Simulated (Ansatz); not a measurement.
The system is ZnS.

```xyz
2
Lattice="0.0000 2.7020 2.7020 2.7020 0.0000 2.7020 2.7020 2.7020 0.0000" Properties=species:S:1:pos:R:3 pbc="T T T"
Zn    4.0530    4.0530    4.0530
S     0.0000    0.0000    0.0000
```

Program: Ansatz 0.2.0. Alike in all runs: task single point; level HSE06 form with a typed share of exact exchange; potentials or basis Ansatz PAW; no spin polarisation; cell as given; k mesh 5 × 5 × 5; cutoff (eV) 420; smearing fermi-dirac 0.05 eV.

Task: Order these runs on this cell by their band gap on the k mesh, lowest first.
A. share of exact exchange 0.05
B. share of exact exchange 0.15
C. share of exact exchange 0.25
D. share of exact exchange 0.3
E. share of exact exchange 0.2

Result: A (2.35 eV), B (2.85 eV), E (3.10 eV), C (3.36 eV), D (3.62 eV).

Caveats: odd divisions of the mesh miss points on the zone boundary, where band edges often lie, so the gap on the mesh can be too wide.
